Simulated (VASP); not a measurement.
Level of theory: RPBE GGA, VASP's PBE PAW potentials (set 64) (plane waves; VASP).

A VASP calculation is set up with these files.

**KPOINTS**
```
k-points along high-symmetry lines
15
Line-mode
Reciprocal
  0.000000   0.000000   0.000000 ! GAMMA
  0.000000   0.500000   0.000000 ! X

  0.000000   0.500000   0.000000 ! X
  0.500000   0.500000   0.000000 ! M

  0.500000   0.500000   0.000000 ! M
  0.000000   0.000000   0.000000 ! GAMMA

  0.000000   0.000000   0.000000 ! GAMMA
  0.500000   0.500000   0.500000 ! R

  0.500000   0.500000   0.500000 ! R
  0.000000   0.500000   0.000000 ! X

  0.500000   0.500000   0.500000 ! R
  0.500000   0.500000   0.000000 ! M
```

### INCAR
```
! general
SYSTEM   =  CsCl
PREC     =  Accurate
ENCUT    =  520
LREAL    =  F
LASPH    =  T
ICHARG   =  11

! electronic loop
EDIFF    =  1E-7
NELM     =  100
ALGO     =  Normal
LMAXMIX  =  4

! smearing
ISMEAR   =  0
SIGMA    =  0.05

! functional
GGA      =  RP

! output
LWAVE    =  F
LCHARG   =  F
LORBIT   =  11
```

### POSCAR
```
CsCl
1
    4.3797658251    -0.0000000000     0.0000000000
    0.0000000000     4.3797658251    -0.0000000000
   -0.0000000000     0.0000000000     4.3797658251
Cs Cl
1 1
Direct
  0.0000000000   0.0000000000   0.0000000000
  0.5000000000   0.5000000000   0.5000000000
```

POTCAR, in this order: Cs_sv Cl (PBE.64 set). Program: vasp_std. Read from the step before: CHGCAR.

Output

**OUTCAR**
```
 ion  position               nearest neighbor table
   1  0.000  0.000  0.000-
   2  0.500  0.500  0.500-
  LATTYP: Found a simple cubic cell.
 ALAT       =     4.3797658251
 Subroutine PRICEL returns:
 Original cell was already a primitive cell.
 Subroutine GETGRP returns: Found 48 space group operations
The static configuration has the point symmetry O_h .
The dynamic configuration has the point symmetry O_h .
 Subroutine INISYM returns: Found 48 space group operations
   k-points           NKPTS =     90   k-points in BZ     NKDIM =     90   number of bands    NBANDS=     12
   number of dos      NEDOS =    301   number of ions     NIONS =      2
   total plane-waves  NPLWV =  46656
   dimension x,y,z NGX =    36 NGY =   36 NGZ =   36
   dimension x,y,z NGXF=    72 NGYF=   72 NGZF=   72
   ions per type =               1   1
   PREC   = accura    normal or accurate (medium, high low for compatibility)
   ISTART =      0    job   : 0-new  1-cont  2-samecut
   ICHARG =     11    charge: 1-file 2-atom 10-const
   ISPIN  =      1    spin polarized calculation?
   LNONCOLLINEAR =      F non collinear calculations
   LSORBIT =      F    spin-orbit coupling
   INIWAV =      1    electr: 0-lowe 1-rand  2-diag
   ENCUT  =  520.0 eV  38.22 Ry    6.18 a.u.   8.14  8.14  8.14*2*pi/ulx,y,z
   NELM   =    100;   NELMIN=  2; NELMDL= -5     # of ELM steps
   EDIFF  = 0.1E-06   stopping-criterion for ELM
   LREAL  =      F    real-space projection
   NLSPLINE    = F    spline interpolate recip. space projectors
   LMAXMIX     =    4 max onsite mixed and CHGCAR
   VOSKOWN=      0    Vosko Wilk Nusair interpolation
   EDIFFG = 0.1E-05   stopping-criterion for IOM
   NSW    =      0    number of steps for IOM
   NBLOCK =      1;   KBLOCK =      1    inner block; outer block
   IBRION =     -1    ionic relax: 0-MD 1-quasi-New 2-CG
   NFREE  =      0    steps in history (QN), initial steepest desc. (CG)
   ISIF   =      2    stress and relaxation
   ISYM   =      2    0-nonsym 1-usesym 2-fastsym
   TEIN   =    0.0    initial temperature
   TEBEG  =    0.0;   TEEND  =   0.0 temperature during run
...
```

**OSZICAR**
```
       N       E                     dE             d eps       ncg     rms          rms(c)
DAV:   1     0.989387260070E+02    0.98939E+02   -0.67230E+03  2160   0.112E+03
DAV:   2     0.227057892986E+01   -0.96668E+02   -0.90116E+02  3128   0.184E+02
DAV:   3    -0.608003814129E+01   -0.83506E+01   -0.83104E+01  2716   0.623E+01
DAV:   4    -0.619227017451E+01   -0.11223E+00   -0.11214E+00  2492   0.851E+00
DAV:   5    -0.619404654900E+01   -0.17764E-02   -0.17759E-02  2712   0.105E+00
DAV:   6    -0.619409809893E+01   -0.51550E-04   -0.51548E-04  2628   0.173E-01
DAV:   7    -0.619409994122E+01   -0.18423E-05   -0.18421E-05  2700   0.288E-02
DAV:   8    -0.619410001596E+01   -0.74733E-07   -0.74754E-07  2584   0.547E-03
   1 F= -.61941000E+01 E0= -.61941000E+01  d E =-.124302E-18
```

OUTCAR:
```
 val. band max:       -0.9779915805   @ k =   0.5000   0.5000   0.0000

 cond. band min:       3.8511053951   @ k =   0.0000   0.0000   0.0000



 k-point     1 :       0.0000    0.0000    0.0000
  band No.  band energies     occupation
      1     -20.7549      2.00000
      2     -12.9601      2.00000
      3      -7.3599      2.00000
      4      -7.3599      2.00000
      5      -7.3599      2.00000
      6      -0.9886      2.00000
      7      -0.9886      2.00000
      8      -0.9886      2.00000
      9       3.8511      0.00000
     10       4.6670      0.00000
     11       4.6670      0.00000
     12       8.3750      0.00000

 k-point     2 :       0.0000    0.0357    0.0000
  band No.  band energies     occupation
      1     -20.7544      2.00000
      2     -12.9601      2.00000
      3      -7.3646      2.00000
      4      -7.3590      2.00000
      5      -7.3590      2.00000
      6      -1.0009      2.00000
      7      -0.9898      2.00000
      8      -0.9898      2.00000
      9       3.8762      0.00000
     10       4.6739      0.00000
     11       4.6899      0.00000
     12       8.3662      0.00000

 k-point     3 :       0.0000    0.0714    0.0000
  band No.  band energies     occupation
      1     -20.7531      2.00000
      2     -12.9602      2.00000
      3      -7.3786      2.00000
      4      -7.3566      2.00000
      5      -7.3566      2.00000
      6      -1.0367      2.00000
      7      -0.9936      2.00000
      8      -0.9936      2.00000
      9       3.9501      0.00000
     10       4.6946      0.00000
     11       4.7578      0.00000
     12       8.3457      0.00000

 k-point     4 :       0.0000    0.1071    0.0000
  band No.  band energies     occupation
      1     -20.7510      2.00000
      2     -12.9604      2.00000
      3      -7.4010      2.00000
      4      -7.3528      2.00000
      5      -7.3528      2.00000
      6      -1.0930      2.00000
      7      -0.9997      2.00000
...
```

The density is held fixed in this step, so its total energy and stress have no physical meaning. Unless said otherwise, spin-orbit coupling is left out, though it shifts the bands of the heavy elements here.

The compound is CsCl in the CsCl type structure. It was relaxed first, which changed the volume by +20 %.
